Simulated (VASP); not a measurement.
A VASP 6.6.1 single-point calculation on HgTe

INCAR

```
GGA = PS
MAGMOM = 2 2
ISMEAR = -1
ENCUT = 520
LASPH = .TRUE.
ISIF = 2
PREC = Low
NSW = 0
NBANDS = 16
ISPIN = 2
EDIFF = 1E-7
LREAL = .FALSE.
SIGMA = 0.02
LCHARG = .FALSE.
LWAVE = .FALSE.
NELM = 51
IBRION = -1
```

KPOINTS

```
KPOINTS created by Atomic Simulation Environment
0
Gamma
8 8 8
0 0 0
```

POSCAR

```
Hg Te
 1.0000000000000000
     0.0000000000000000    3.0434522883094655    3.0434522883094655
     3.0434522883094659    0.0000000000000000    3.0434522883094655
     3.0434522883094659    3.0434522883094655   -0.0000000000000000
 Hg  Te
   1   1
Cartesian
 -0.0000000000000000 -0.0000000000000000  0.0000000000000000
  3.0434522883094655  3.0434522883094659  3.0434522883094663
```

The recommended PBE PAW datasets give the neutral cell 18 valence electrons.

Command

```
mpirun -np 1 vasp_std
```

OSZICAR

```
N       E                     dE             d eps       ncg     rms          rms(c)
DAV:   1     0.104685117342E+03    0.10469E+03   -0.83189E+03  1864   0.997E+02
DAV:   2    -0.551864570532E-01   -0.10474E+03   -0.96844E+02  2160   0.231E+02
DAV:   3    -0.340508084191E+01   -0.33499E+01   -0.33402E+01  2320   0.425E+01
DAV:   4    -0.342841834877E+01   -0.23338E-01   -0.23335E-01  2480   0.335E+00
DAV:   5    -0.342872103692E+01   -0.30269E-03   -0.30268E-03  2384   0.311E-01    0.114E+01
DAV:   6    -0.419102569810E+01   -0.76230E+00   -0.51397E-01  2096   0.839E+00    0.606E+00
DAV:   7    -0.419677301228E+01   -0.57473E-02   -0.89791E-02  2096   0.204E+00    0.362E+00
DAV:   8    -0.418976522451E+01    0.70078E-02   -0.50120E-03  2088   0.615E-01    0.166E+00
DAV:   9    -0.418823534688E+01    0.15299E-02   -0.26385E-03  2208   0.478E-01    0.351E-01
DAV:  10    -0.418844254909E+01   -0.20720E-03   -0.36724E-04  2168   0.147E-01    0.149E-01
DAV:  11    -0.418844829697E+01   -0.57479E-05   -0.13463E-05  2360   0.246E-02    0.520E-02
DAV:  12    -0.418845190192E+01   -0.36050E-05   -0.59818E-06  2208   0.186E-02    0.210E-02
DAV:  13    -0.418845278095E+01   -0.87903E-06   -0.15362E-06  2144   0.943E-03    0.650E-03
DAV:  14    -0.418845279212E+01   -0.11176E-07   -0.14830E-07  2016   0.288E-03
   1 F= -.41884528E+01 E0= -.41873033E+01  d E =-.229899E-02  mag=    -0.0000
```

Standard output (part)

```
POSCAR found type information on POSCAR HgTe
 POSCAR found :  2 types and       2 ions
 LDA part: xc-table for (Slater+PW92), standard interpolation
 POSCAR, INCAR and KPOINTS ok, starting setup
 WAVECAR not read
 entering main loop
```

It converged. Results: pressure -2.1 GPa; magnetic moment of the cell 0.00 μB.

For comparison, a separate PBEsol run of the intended cell, on usual settings and not on those above, gives a gap of -2.59 eV on its mesh and a pressure of -2.2 GPa.

The run above took about 17 s on one core of a shared host (Intel Xeon Platinum 8488C) and held 0.15 GiB at most.
